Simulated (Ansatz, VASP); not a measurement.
## One calculation of WC, two programs

```
W C
1.0
     0.00000    2.19268    2.19268
     2.19268    0.00000    2.19268
     2.19268    2.19268    0.00000
W C
1 1
Cartesian
  0.0000 0.0000 0.0000
  2.1927 2.1927 2.1927
```

Measurements of this composition are mostly on another form, of space group No. 187.

Alike in both runs: task relaxation of cell and atoms; functional PBEsol; k mesh 10 × 10 × 10; occupations fermi-dirac, width 0.05 eV; no spin polarisation; Hubbard terms W d U = 4.0 eV.

```csv
,VASP,Ansatz
version,VASP 6.6.1,Ansatz 0.2.0
potentials or method,"VASP PAW PBE potentials, release 64 (W_sv, C)",Ansatz PAW
plane-wave cutoff (eV),600,420
valence electrons in the cell,18,18
```

```tsv
	VASP	Ansatz	Ansatz less VASP
gap on the k mesh at the Fermi level, each at its own relaxed structure (eV)	none	none	-
relaxed volume (Å³/atom)	10.49	10.27	-0.224
relaxed cell length with the largest relative difference (Å)	3.096	3.074	-0.0222
energy change over the relaxation (meV/atom)	0	-8	-8.2
```

The programs project onto different local orbitals, so the same U acts differently. A gap of «none» marks a metal or a gap that the smearing closes.

Caveats: the U is typed as a test and isn't derived for this compound; the bands computed are all filled at some k points, so no gap is given (VASP); the PAW data sets were made with another functional, which shifts forces and pressure a little (VASP); the plane-wave basis is chosen anew once the cell has moved, so the energies of steps on either side of that aren't comparable (Ansatz); the pressure holds a Pulay correction of +0.3 GPa for the finite cutoff (Ansatz); U without spin polarisation on a metal has little footing (Ansatz); the PAW data sets come from PBE, with cores solved anew for the run's functional, which leaves a small shift of forces and pressure (Ansatz). Spin-orbit coupling is left out, which matters for the levels of W.
